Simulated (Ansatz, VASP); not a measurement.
One calculation of BaS, two programs

File INCAR:

```
PREC = Accurate
ENCUT = 580
EDIFF = 1E-6
ISMEAR = -1
SIGMA = 0.05
LREAL = False
LASPH = True
NELM = 100
ALGO = Fast
ISIF = 3
LWAVE = False
LCHARG = False
GGA = PE
IBRION = 2
NSW = 40
EDIFFG = -0.01
```

The input KPOINTS:

```
Automatic mesh
0
Gamma
  7 7 7
```

File POSCAR:

```
BaS
1.0
    0.0000000000      3.1937500000      3.1937500000
    3.1937500000      0.0000000000      3.1937500000
    3.1937500000      3.1937500000      0.0000000000
Ba S
1 1
Direct
    0.0000000000      0.0000000000      0.0000000000
    0.5000000000      0.5000000000      0.5000000000
```

The input input.yaml:

```yaml
crystal:
  lattice:
    - [0.0, 3.19375, 3.19375]
    - [3.19375, 0.0, 3.19375]
    - [3.19375, 3.19375, 0.0]
  atoms:
    - { symbol: Ba, position: [0.0, 0.0, 0.0] }
    - { symbol: S, position: [0.5, 0.5, 0.5] }
hamiltonian:
  xc: pbe
  pseudopotentials: { kind: paw }
kpoints:
  mp_grid: { grid: [7, 7, 7] }
scf:
  occupations: { method: fermi_dirac, width: 0.05 }
output:
  forces: true
  stress: true
  write_density: true
  write_potential: true
  elf: true
  volumetric_format: npy
relax:
  f_tol: 0.01
  max_steps: 40
  cell: { stress_tol: 0.05 }
```

Alike in both runs: task relaxation of cell and atoms; functional PBE; k mesh 7 × 7 × 7; occupations fermi-dirac, width 0.05 eV; no spin polarisation.

|  | VASP | Ansatz |
| --- | --- | --- |
| version | VASP 6.6.1 | Ansatz 0.2.0 |
| potentials or method | VASP PAW PBE potentials, release 64 (Ba_sv, S) | Ansatz PAW |
| plane-wave cutoff (eV) | 580 | 420 |
| valence electrons in the cell | 16 | 16 |

```csv
,VASP,Ansatz,Ansatz less VASP
"gap on the k mesh at the Fermi level, each at its own relaxed structure (eV)",2.22,2.29,+0.074
relaxed volume (Å³/atom),33.65,33.21,-0.435
relaxed cell length with the largest relative difference (Å),4.566,4.546,-0.0197
energy change over the relaxation (meV/atom),-5,-2,+3.0
```

Caveats: spin-orbit coupling is left out, which moves the levels of the heavy elements; an odd mesh through Γ misses points on the zone boundary, where band edges often lie (VASP); odd divisions of the mesh miss points on the zone boundary, where band edges often lie, so the gap on the mesh can be too wide (Ansatz); the plane-wave basis is chosen anew once the cell has moved, so the energies of steps on either side of that aren't comparable (Ansatz). Zero-point motion and thermal expansion aren't in these numbers.
